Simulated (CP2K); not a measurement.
The system is WC (Qusongite).

```xyz
2
Lattice="2.9065 0.0000 0.0000 -1.4532 2.5171 0.0000 0.0000 0.0000 2.8366" Properties=species:S:1:pos:R:3 pbc="T T T"
W     0.0000    0.0000    0.0000
C     1.4533    0.8390    1.4183
```

Base run:

* Program: CP2K 2026.2
* Functional: PBE
* Potentials or basis: GTH_POTENTIALS W GTH-PADE-q14, C GTH-PADE-q4; DZVP-MOLOPT-SR-GTH basis
* Density cutoff: 6123 eV
* k mesh: 10 × 10 × 9
* Occupations: fermi-dirac, width 0.05 eV
* Spin: no spin polarisation

Its results: band gap on the k mesh none (metal or under the smearing width); pressure -20.8 GPa.

The run is repeated on the same cell with these changes: potentials or basis from GTH_POTENTIALS W GTH-PADE-q14, C GTH-PADE-q4; DZVP-MOLOPT-SR-GTH basis to POTENTIAL_UZH W GTH-SCAN-q14, C GTH-SCAN-q4; DZVP-MOLOPT-SR-GTH basis; potentials from W GTH-PADE-q14 of GTH_POTENTIALS, C GTH-PADE-q4 of GTH_POTENTIALS to W GTH-SCAN-q14 of POTENTIAL_UZH, C GTH-SCAN-q4 of POTENTIAL_UZH. What comes out?

Band gap on the k mesh none (metal or under the smearing width); pressure -2.0 GPa.

Caveats: the potentials were made for another functional, which shifts forces and pressure; spin-orbit coupling is left out, which moves the levels of the heavy elements; the basis of atomic orbitals isn't converged, which shifts pressures, moduli and gaps.
